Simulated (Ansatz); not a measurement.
# Two states of SrVO3

```yaml
crystal:
  lattice:
    - [3.73334, 0.00054, 0.00451]
    - [0.00054, 3.74554, 0.01809]
    - [0.00451, 0.01809, 3.73332]
  atoms:
    - { symbol: Sr, position: [0.50653, 0.50230, 0.52321] }
    - { symbol: V, position: [0.00131, 0.00185, 0.00542] }
    - { symbol: O, position: [0.49178, 0.01126, 0.00106] }
    - { symbol: O, position: [0.98347, 0.50438, 0.00845] }
    - { symbol: O, position: [0.98795, 0.99677, 0.50140] }
```

Single point in Ansatz 0.2.0 with PBE, with U_eff = 6.69 eV on V d (all-electron-ortho-atomic projectors). Cutoff 420 eV, PAW datasets, 5×5×5 Γ-centred k mesh, tetrahedron filling.

State A: no moments (no spin polarisation). State B: V2 up (collinear spin).

Problem. Which state is lower, and how do they differ?

Solution. State B is lower by 194.9 meV an atom at zero smearing.

```
state  free energy (meV/atom)  largest moment in a small sphere (μB)  net moment (μB/cell)  gap on mesh (eV)  pressure (GPa)  largest force (eV/Å)
    A                   194.9                                   0.00                  0.00             metal            27.5                  0.55
    B                     0.0                                   0.79                  1.00              0.88            30.4                  0.56
```

Origin: a strained cell with displaced atoms, so it need not be a known compound. Caveats: empty levels are not fully converged; an odd or shifted mesh can miss the band edges, so this level's true gap may be smaller; atoms or cell far from equilibrium; forces and stress under tetrahedra may miss the slope of the energy; odd electron count without spin polarisation, so a magnetic state may lie lower; the k mesh is coarse if the cell is a metal.
